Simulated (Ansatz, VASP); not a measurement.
**AlNi: VASP beside Ansatz**

```xyz
16
Lattice="5.7862 0.0000 0.0000 0.0000 4.0914 0.0000 0.0000 0.0000 23.1372" Properties=species:S:1:pos:R:3 pbc="T T T"
Al    0.0000    2.0457    8.5000
Al    2.8931    2.0457    8.5000
Al    0.0000    0.0000   10.5457
Al    2.8931    0.0000   10.5457
Al    0.0000    2.0457   12.5909
Al    2.8931    2.0457   12.5909
Al    0.0000    0.0000   14.7011
Al    2.8931    0.0000   14.7011
Ni    1.4465    0.0000    8.5000
Ni    4.3396    0.0000    8.5000
Ni    1.4465    2.0457   10.5457
Ni    4.3396    2.0457   10.5457
Ni    1.4465    0.0000   12.5549
Ni    4.3396    0.0000   12.5549
Ni    1.4465    2.0457   14.5248
Ni    4.3396    2.0457   14.5248
```

Alike in both runs: functional PBE; k mesh 5 × 7 × 1; occupations gaussian, width 0.1 eV; no spin polarisation.

Ansatz relaxed the structure, and its values are those at the end. VASP's run is a single point on that final structure, the one shown.

```csv
,VASP,Ansatz
version,VASP 6.6.1,Ansatz 0.2.0
potentials or method,"VASP PAW PBE potentials, release 64 (Al, Ni)","scalar-relativistic, plane waves, PAW"
plane-wave cutoff (eV),520,420
valence electrons in the cell,104,168
```

|  | VASP | Ansatz | Ansatz less VASP |
| --- | --- | --- | --- |
| gap on the k mesh at the Fermi level (eV) | none | none | - |
| rms of the force components (eV/Å) | 0.194 | 0.198 | +0.0042 |
| work function, face that differs most (eV) | 4.76 | 4.85 | +0.087 |

A gap of «none» marks a metal or a gap that the smearing closes. With one functional, cell and mesh, what is left measures potentials, basis and numerics. The two sets of potentials don't hold the same shells in valence. Ansatz warned: «xc_potential_rough_in_thin_density».

Spin polarisation is off, so any magnetic state and its effect on volume and gap are missing.
